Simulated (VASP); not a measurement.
Crystal: PbSe (Clausthalite).

```
CELL_PARAMETERS angstrom
0.00000 3.06065 3.06065
3.06065 0.00000 3.06065
3.06065 3.06065 0.00000
ATOMIC_POSITIONS crystal
Pb 0.00000 0.00000 0.00000
Se 0.50000 0.50000 0.50000
```

| Item | Value |
| --- | --- |
| Program | VASP 6.6.1 |
| Task | relaxation of cell and atoms |
| Functional | PW91 |
| Potentials or basis | VASP PAW PBE potentials, release 64 (Pb_d, Se) |
| Cutoff | 600 eV |
| k mesh | 8 × 8 × 8 |
| Occupations | fermi-dirac, width 0.05 eV |
| Spin | no spin polarisation |

At the start: pressure 2.4 GPa; volume 28.67 Å³/atom.

Task: Where does the relaxation end?

Result: Over 3 steps the energy falls by 9.7 meV/atom and the volume is 30.01 Å³/atom (+4.7 %); space group Fm-3m (No. 225, to 0.05 Å).

Step by step:
| step | energy change (eV) | largest force (eV/Å) | pressure (GPa) | volume (Å³) |
| --- | --- | --- | --- | --- |
| 1 | 0.0000 | 0.0000 | 2.41 | 57.34 |
| 2 | -0.0172 | 0.0000 | -0.75 | 61.00 |
| 3 | -0.0194 | 0.0000 | 0.02 | 60.02 |

Final structure:
```
Pb Se
1.0
     0.00000    3.10761    3.10761
     3.10761    0.00000    3.10761
     3.10761    3.10761    0.00000
Pb Se
1 1
Direct
  0.00000 0.00000 0.00000
  0.50000 0.50000 0.50000
```

The cell as given is a measured one (28.67 Å³/atom); PW91 puts the equilibrium volume +4.7 % from it, thermal expansion not counted.

Caveat: the PAW data sets were made with another functional, which shifts forces and pressure a little.
